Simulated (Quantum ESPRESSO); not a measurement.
## CuO under changes of volume

One of the cells (9.643 Å³/atom); the others are scaled copies at fixed shape and fractional positions:

```
Cu O
1.0
     2.83633    0.00000    0.00000
    -1.41816    2.45633    0.00000
     0.00000    0.00000    2.76811
Cu O
1 1
Direct
  0.00000 0.00000 0.00000
  0.66667 0.33333 0.50000
```

Measurements of this composition are mostly on another form, of space group No. 15.

* Program: Quantum ESPRESSO 7.5
* Functional: LDA
* Potentials or basis: GBRV 1.5 LDA
* Cutoff: 762 eV
* Density cutoff: 6095 eV
* k mesh: 11 × 11 × 10
* Occupations: fermi-dirac, width 0.05 eV
* Spin: no spin polarisation

```csv
volume (Å³/atom),energy over the lowest point (meV/atom),pressure (GPa)
9.064,0.00,-5.2
9.257,8.23,-9.3
9.450,20.95,-12.7
9.643,37.68,-15.8
9.836,57.86,-18.5
10.028,81.14,-20.9
10.221,?,?
```

What does the run at 10.221 Å³/atom give?

Energy over the lowest point 107.09 meV/atom; pressure -23.1 GPa.

Worked out: A Birch-Murnaghan fit of order 3 (a polynomial in V^(-2/3)) to the other rows has its minimum at 8.85 Å³/atom, just outside them, with B0 = V·E''(V) = 218 GPa and B' = 4.4 at fixed shape and positions, which overstates the stiffness. It gives 107.28 meV/atom at 10.221 Å³/atom, against the run's 107.09, and -dE/dV = -22.8 GPa, against -23.1.

Energies are extrapolated to zero smearing.

Caveats: an odd number of electrons without spin polarisation forces a metal; a magnetic or distorted state may lie lower; the run has no spin polarisation, though such a crystal can be magnetic.
